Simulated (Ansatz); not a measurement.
**MnS (F-43m): equation of state**

An exercise on one series of results from a longer session: the logs are not shown, and one member is left open.

Program: Ansatz 0.2.0. Level of theory: DFT PBE, scalar-relativistic, plane waves, PAW. These are calculated values, not measurements.

Spin polarisation is switched off on purpose; where the compound carries moments, volume, stiffness and gap are then not the real material's.

## The structure to begin with

The structure is cubic, space group F-43m (No. 216). Conventional cell: a = 4.978 Å, b = 4.978 Å, c = 4.978 Å, α = 90.00°, β = 90.00°, γ = 90.00°. Mn (site symmetry -43m) has 4 S at 2.16 Å as nearest neighbours. S (site symmetry -43m) is surrounded by 4 Mn at 2.16 Å.

Coordinates:

```
Mn S
1.0
     0.00000    2.48875    2.48875
     2.48875    0.00000    2.48875
     2.48875    2.48875    0.00000
Mn S
1 1
Cartesian
  0.0000 0.0000 0.0000
  1.2444 1.2444 1.2444
```

An earlier run at PBE left this cell at 15.415 Å³/atom and 0.14 GPa (10×10×10 mesh).

Volume factors to run: 0.980, 1.020, 0.960, 1.040.

The first run:

input.yaml

```yaml
crystal:
  lattice:
    - [0.0, 2.4720496165, 2.4720496165]
    - [2.4720496165, 0.0, 2.4720496165]
    - [2.4720496165, 2.4720496165, 0.0]
  atoms:
    - { symbol: Mn, position: [0.0, 0.0, 0.0] }
    - { symbol: S, position: [0.25, 0.25, 0.25] }
basis:
  ecutwfc: 420
  ecutrho_ratio: 4
kpoints:
  mp_grid: { grid: [10, 10, 10] }
hamiltonian:
  xc: pbe
scf:
  occupations: { method: gaussian, width: 0.05 }
output:
  forces: true
  stress: true
  eigenvalues: true
```

Launch:

```bash
$ ansatz run input.yaml --threads 1 --pin off --max-ram 2560MiB --backend cpu --events-out ev --progress --plain --runs-dir out
```

Among the steps run: Volume × 0.980; Scaling the volume by 1.020; At 0.960 of the relaxed volume; At 1.040 of the relaxed volume.

One table of the session follows, with a row left open; its other results are not shown here.

It belongs to the step «Energy and pressure against volume». 

| volume (Å³/atom) | energy (meV/atom) | pressure (GPa) |
| --- | --- | --- |
| 14.798 | 11.72 | 6.20 |
| 15.107 | ? | ? |
| 15.415 | 0.00 | 0.14 |
| 15.723 | 2.28 | -2.43 |
| 16.032 | 9.22 | -4.73 |

Q: Estimate the row for volume (Å³/atom) = 15.107 from the others.

Worked estimate for «energy (meV/atom)». A straight line through the neighbours (14.798, 11.72) and (15.415, 0.00) gives 11.72 + (0.00 − 11.72) × (15.107 − 14.798) / (15.415 − 14.798) = 5.85; a parabola fitted to 3 rows on both sides gives 3.13.

As computed: energy (meV/atom): 2.94; pressure (GPa): 3.00. In «energy (meV/atom)» the line misses by +2.91 and the parabola by +0.19.
